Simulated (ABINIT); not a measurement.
**RbBr in ABINIT: the effect of functional**

Crystal: RbBr.

```xyz
2
Lattice="0.0000 3.4270 3.4270 3.4270 0.0000 3.4270 3.4270 3.4270 0.0000" Properties=species:S:1:pos:R:3 pbc="T T T"
Rb    0.0000    0.0000    0.0000
Br    3.4270    3.4270    3.4270
```

Alike in all runs:

| Item | Value |
| --- | --- |
| Program | ABINIT 10.8.3 (patched build) |
| Task | single point |
| Potentials or basis | SG15 NC PBE v1.2 |
| Cutoff | 381 eV |
| k mesh | 4 × 4 × 4 |
| Occupations | fixed |
| Spin | no spin polarisation |

Question: One run gave: gap on the mesh 4.15 eV; pressure 0.0 GPa. Which functional did it use?
A. PBE
B. HSE06
C. PBEsol

Answer: C.

| functional | gap on the mesh (eV) | pressure (GPa) |
| --- | --- | --- |
| PBEsol | 4.15 | 0.0 |
| PBE | 4.35 | 1.0 |
| HSE06 | 5.41 | 0.7 |

Caveats: the potentials were made for another functional, which shifts forces and pressure (some runs); Libxc's HSE differs a little from that of other programs (some runs).

